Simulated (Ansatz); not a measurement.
Generalised stacking fault of LiI (rock salt) on the {110} plane. The cell below holds the perfect crystal with the plane normal along z; tilting its third vector by the shift puts one fault into each cell, between planes 2.13 Å apart, at fixed cell height.

```xyz
6
Lattice="4.2561 0.0000 0.0000 0.0000 6.0190 0.0000 2.1281 3.0095 6.3842" Properties=species:S:1:pos:R:3 pbc="T T T"
I      1.7734     2.5079     5.3201
I      1.7734     2.5079     1.0640
I      3.9014     5.5175     3.1921
Li     1.7734     5.5175     5.3201
Li     1.7734     5.5175     1.0640
Li     3.9014     2.5079     3.1921
```

In-plane vectors a = (4.256, 0.000) Å, b = (0.000, 6.019) Å, area 25.62 Å². The shift is s times the vector a + b (length 7.372 Å), so s = 1 restores the start. Atoms relax along the normal only. γ = [E(shift) − E(0)] / area.

All values below come from PBE (plane waves to 420 eV, PAW, scalar-relativistic; Ansatz, a first-principles code). k mesh 7×7×7 (Γ-centred), Fermi-Dirac smearing 0.05 eV. E is the zero-smearing estimate. As the smearing reaches across the gap at some points, the k mesh leaves noise in γ, roughly 0.02 J/m² as judged from a few cases. Faults lie only 6.4 Å apart, and holding the cell height raises γ above its relaxed value. LiI was relaxed with its symmetry unable to fall. Spin-orbit coupling is left out, though I is heavy. γ is measured from zero shift. The last digit holds for this mesh only.

```json
[
 {"s": "0.000", "γ (J/m²)": "0.00"},
 {"s": "0.083", "γ (J/m²)": "0.09"},
 {"s": "0.167", "γ (J/m²)": "0.35"},
 {"s": "0.250", "γ (J/m²)": "withheld"},
 {"s": "0.333", "γ (J/m²)": "1.26"},
 {"s": "0.417", "γ (J/m²)": "1.65"},
 {"s": "0.500", "γ (J/m²)": "1.78"},
 {"s": "0.583", "γ (J/m²)": "1.65"},
 {"s": "0.667", "γ (J/m²)": "1.26"},
 {"s": "0.750", "γ (J/m²)": "withheld"},
 {"s": "0.833", "γ (J/m²)": "0.35"},
 {"s": "0.917", "γ (J/m²)": "0.09"}
]
```

Problem. Fit a Fourier form (three harmonics of 1 − cos and sin) to the given rows and predict γ at s = 0.250.

Solution. Least squares on the 10 given rows: γ = (0.900)·[1 − cos(2πs)] + (-0.058)·[1 − cos(4πs)] + (-0.006)·[1 − cos(6πs)], in J/m²; root-mean-square residual 0.004 J/m². At 0.250 the fit gives 0.78 J/m²; the calculation gives 0.76 J/m², so the interpolation is off by 0.02 (+2.6 %). 

(The slope of γ gives the shear force per area between the displaced halves; near zero shift its curvature is an elastic stiffness.)
